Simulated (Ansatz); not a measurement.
# Relativity in Ge

```
Ge
1.0
     0.00000    2.82877    2.82877
     2.82877    0.00000    2.82877
     2.82877    2.82877    0.00000
Ge
2
Direct
  0.50000 0.50000 0.50000
  0.75000 0.75000 0.75000
```

Atoms are numbered in the order listed.

The cell is a measured one (Crystallography Open Database entry 9011050); the temperature and pressure of the measurement aren't taken into account, and nothing was relaxed.

One fixed cell is solved with PBE by PAW with the default files in Ansatz 0.2.0 under different relativistic treatments. Pressure is positive in compression.

The runs use a Γ-centred 10×10×10 k mesh, Fermi–Dirac smearing of 0.05 eV, cutoff 420 eV, no spin polarisation.

Gaps under 0.4 eV may close at points that the mesh misses.

```json
{"setting": "scalar-relativistic", "P (GPa)": "3.65", "gap over the k mesh and a high-symmetry path (eV)": "?", "lowest level at Γ above −25 eV, from the valence-band top or, without a gap, the Fermi level (eV)": "-24.80"}
{"setting": "with spin–orbit coupling", "P (GPa)": "3.65", "gap over the k mesh and a high-symmetry path (eV)": "?", "lowest level at Γ above −25 eV, from the valence-band top or, without a gap, the Fermi level (eV)": "-24.64"}
```

Question: What belongs in the row "with spin–orbit coupling", column "gap over the k mesh and a high-symmetry path (eV)"?

Answer: none.

Question: Fill in "gap over the k mesh and a high-symmetry path (eV)" for the row "scalar-relativistic".

Answer: 0.03.
